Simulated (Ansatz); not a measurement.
AlCu3 under pressure: fit and missing row

AlCu3, Fm-3m, a = 5.781 Å. The structure is a Materials Project entry; whether it is the stable form wasn't checked. Ansatz: r2SCAN, PAW, 500 eV, Γ-centred 12×12×12 mesh on 4 atoms, Gaussian smearing 0.10 eV; no spin polarisation. Cell and atoms are relaxed at each pressure, and no other structure is tried, so the rows at high pressure may lie past a change of phase.

| V (Å³/atom) | P (GPa) |
| --- | --- |
| 10.131 | 40.01 |
| 10.886 | 20.00 |
| ? | 10.00 |
| 11.708 | 5.04 |
| 11.923 | 2.01 |
| 12.077 | 0.00 |
| 12.244 | -2.00 |

Q: Take V0 = 12.077 Å³/atom, fit the third-order Birch–Murnaghan form to the other rows, and predict the missing volume.

A: With the Eulerian strain f = ½[(V0/V)^(2/3) − 1] and y = P/[3f(1 + 2f)^(5/2)], the form is the line y = B0 + 1.5 B0 (B0′ − 4) f. Rows (f, y): 0.06214, 160.1; 0.03583, 156.5; 0.01045, 152.7; 0.00430, 152.5; -0.00456, 149.6. Means f = 0.02163, y = 154.28; Σ(Δf)² = 0.002954, ΣΔfΔy = 0.4384; the slope is their ratio. y = 151.1 + 148.4 f GPa, so B0 = 151.1 GPa and B0′ = 4 + 2 × (148.4)/(3 × 151.1) = 4.65. P = 10.00 GPa is met at f = 0.01965 (y = 154.02), so V = V0 (1 + 2f)^(−3/2) = 11.398 Å³/atom. The run gave 11.399 Å³/atom, so the fit is 0.001 Å³/atom too low, within twice the rms miss on the fitted rows (0.0008 Å³/atom).

The mesh isn't the same in all rows (12×12×12, 14×14×14).

The cell stiffens steadily on compression: y rises with f through every fitted row, which is why B0′ comes out above 4. The likely origin is the growing overlap repulsion between filled Cu 3d shells, added to the kinetic-energy cost of squeezing the sp electrons. The copper-rich composition probably also explains why the alloy is far stiffer than elemental aluminium.

The two rows nearest zero pressure miss the line in opposite directions, above it in compression and below it in expansion. This suggests a slight error in V0 or in the zero of pressure, which division by a small f magnifies, rather than a real change in compressibility. The recovered volume at 10.00 GPa is an interpolation, so it supports a smooth equation of state within the sampled range but hardly tests B0′ beyond it. Nor does a high bulk modulus imply resistance to shear: bcc-based Cu–Al phases are known for a soft shear that leads to martensite, and a volume curve of the cubic cell doesn't probe it.
